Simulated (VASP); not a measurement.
# Ta2N under changes of volume

One of the cells (13.263 Å³/atom); the others are scaled copies at fixed shape and fractional positions:

```xyz
3
Lattice="3.0778 0.0000 0.0000 -1.5389 2.6654 0.0000 0.0000 0.0000 4.8502" Properties=species:S:1:pos:R:3 pbc="T T T"
Ta    0.0000    1.7770    1.2426
Ta    1.5389    0.8885    3.6076
N    -1.5389    2.6654    0.0000
```

The cell comes from a database or a generator and needn't be the stable form of this composition.

```yaml
Program: VASP 6.6.1
Functional: PBE
Dispersion: D3(BJ)
Potentials_or_basis: VASP PAW PBE potentials, release 64 (Ta_pv, N)
Cutoff: 520 eV
k_mesh: 8 × 8 × 6
Occupations: fermi-dirac, width 0.05 eV
Spin: no spin polarisation
```

```csv
volume (Å³/atom),energy over the lowest point (meV/atom),pressure (GPa),largest force (eV/Å)
12.733,?,?,?
12.998,5.23,6.3,0.119
13.263,0.00,0.0,0.000
13.528,4.64,-5.6,0.108
13.794,18.15,-10.7,0.205
```

What does the run at 12.733 Å³/atom give?

Energy over the lowest point 21.45 meV/atom; pressure 13.3 GPa; largest force 0.249 eV/Å.

Worked out: A Birch-Murnaghan fit of order 2 (a polynomial in V^(-2/3)) to the other rows has its minimum at 13.27 Å³/atom with B0 = V·E''(V) = 296 GPa at fixed shape and positions, which overstates the stiffness. It gives 21.26 meV/atom at 12.733 Å³/atom, against the run's 21.45, and -dE/dV = 13.2 GPa, against 13.3.

Energies are extrapolated to zero smearing.

Caveats: pairwise dispersion overbinds metals, which lowers pressure and volume.
